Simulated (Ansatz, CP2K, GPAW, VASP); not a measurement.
**One calculation of Tl, 5 ways**

```
Tl
1.0
     3.45600    0.00000    0.00000
    -1.72800    2.99298    0.00000
     0.00000    0.00000    5.52500
Tl
2
Direct
  0.66667 0.33333 0.75000
  0.33333 0.66667 0.25000
```

Alike in all runs: task single point; functional PBEsol; k mesh 9 × 9 × 5; occupations gaussian, width 0.02 eV; no spin polarisation; no spin-orbit coupling. Pressure is positive in compression and, in plane waves, holds the error of the finite cutoff.

```
                                       program and potentials  plane-wave cutoff (eV)                                                                           notes  pressure (GPa)
            GPAW, PAW data sets generated for this functional                     600                                         13 valence electrons an atom on average           -0.09
CP2K, POTENTIAL_UZH Tl GTH-PBE-q13; TZVP-MOLOPT-PBE-GTH basis                       -  atomic basis; potentials made for PBE; 13 valence electrons an atom on average            0.49
                             VASP, PBE PAW files Tl_d, 520 eV                     520                potentials made for PBE; 13 valence electrons an atom on average            0.17
                          VASP, PBE PAW files Tl_d_GW, 550 eV                     550                potentials made for PBE; 15 valence electrons an atom on average            0.11
               Ansatz, all-electron LAPW, scalar-relativistic                       -                                                                               -            0.25
```

The pressure spans -0.09 (GPAW, PAW data sets generated for this functional) to 0.49 GPa (CP2K, POTENTIAL_UZH Tl GTH-PBE-q13; TZVP-MOLOPT-PBE-GTH basis), with all-electron results at 0.25. Rows in atomic bases carry the error of their basis and grid, which can be large.

Differences between rows come from potentials, basis sets and numerical settings, since the functional is the same but for its coding. Runs on potential files found faulty are left out.
